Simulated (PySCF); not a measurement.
# Sn: equation of state with PBEsol

The system is Sn.

```
Sn
1.0
     0.00000    3.23334    3.23334
     3.23334    0.00000    3.23334
     3.23334    3.23334    0.00000
Sn
2
Direct
  0.75000 0.75000 0.75000
  0.50000 0.50000 0.50000
```

This isn't the form of Sn at room conditions, which is tetragonal (white tin).

```json
{"Program": "PySCF 2.14.0", "Task": "equation of state", "Functional": "PBEsol", "Potentials or basis": "DZVP-MOLOPT-SR/GTH-PBE (potentials made for PBE)", "k mesh": "7 × 7 × 7", "Occupations": "fermi-dirac, width 0.05 eV", "Spin": "no spin polarisation"}
```

* Equilibrium volume: 36.82 Å³/atom (rough: see the caveat)
* Bulk modulus: 37 GPa (rough)

Energy against volume, from the lowest point:
| volume (Å³/atom) | energy (meV/atom) |
| --- | --- |
| 31.775 | 100.74 |
| 32.451 | 71.81 |
| 33.127 | 48.38 |
| 33.803 | 29.96 |
| 34.479 | 16.05 |
| 35.155 | 6.21 |
| 35.831 | 0.00 |

It took 15 min on 2 threads of Intel(R) Xeon(R) Platinum 8375C CPU @ 2.90GHz (Ice Lake), on a shared host.

Caveat: the minimum lies outside the volumes run; the potentials were made for another functional, which shifts forces and pressure; the basis of atomic orbitals isn't converged, which shifts pressures, moduli and gaps.
